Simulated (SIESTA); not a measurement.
**SiC (Moissanite) under changes of volume**

One of the cells (10.341 Å³/atom); the others are scaled copies at fixed shape and fractional positions:

```
Si C
1.0
     3.07600    0.00000    0.00000
    -1.53800    2.66389    0.00000
     0.00000    0.00000    5.04800
Si C
2 2
Direct
  0.66667 0.33333 0.50000
  0.33333 0.66667 0.00000
  0.66667 0.33333 0.88500
  0.33333 0.66667 0.38500
```

```yaml
Program: SIESTA 5.4.2
Functional: LDA
Potentials_or_basis: PseudoDojo 0.4 standard (LDA files)
Basis: DZP (energy shift 0.003 Ry)
Grid_cutoff: 500 Ry
Energy_shift: 0.003 Ry
k_mesh: 10 × 10 × 5
Occupations: fermi-dirac, width 0.05 eV
Spin: no spin polarisation
```

| volume (Å³/atom) | energy over the lowest point (meV/atom) | pressure (GPa) | gap on the mesh (eV) | largest force (eV/Å) |
| --- | --- | --- | --- | --- |
| 9.721 | 22.63 | 14.0 | 2.23 | 0.917 |
| 9.927 | 8.31 | 8.3 | 2.26 | 0.880 |
| 10.134 | 0.99 | 3.1 | 2.30 | 0.843 |
| 10.341 | 0.00 | -1.5 | 2.33 | 0.809 |
| 10.548 | 4.74 | -5.7 | 2.36 | 0.776 |
| 10.755 | 14.67 | -9.6 | 2.36 | 0.744 |
| 10.961 | ? | ? | ? | ? |

Question: What does the run at 10.961 Å³/atom give?

Answer: Energy over the lowest point 29.29 meV/atom; pressure -13.0 GPa; gap on the mesh 2.32 eV; largest force 0.714 eV/Å.

Worked out: A Birch-Murnaghan fit of order 3 (a polynomial in V^(-2/3)) to the other rows has its minimum at 10.27 Å³/atom with B0 = V·E''(V) = 228 GPa and B' = 4.1 at fixed shape and positions, which overstates the stiffness. It gives 29.17 meV/atom at 10.961 Å³/atom, against the run's 29.29, and -dE/dV = -13.0 GPa, against -13.0. A parabola through the other rows of the gap, of slope 0.344 eV per unit of ln V there, extrapolates to 2.37 eV, against the run's 2.32.

Energies are extrapolated to zero smearing.

Caveats: an odd mesh through Γ misses points on the zone boundary, where band edges often lie; the basis of atomic orbitals isn't converged, which shifts pressures, moduli and gaps.
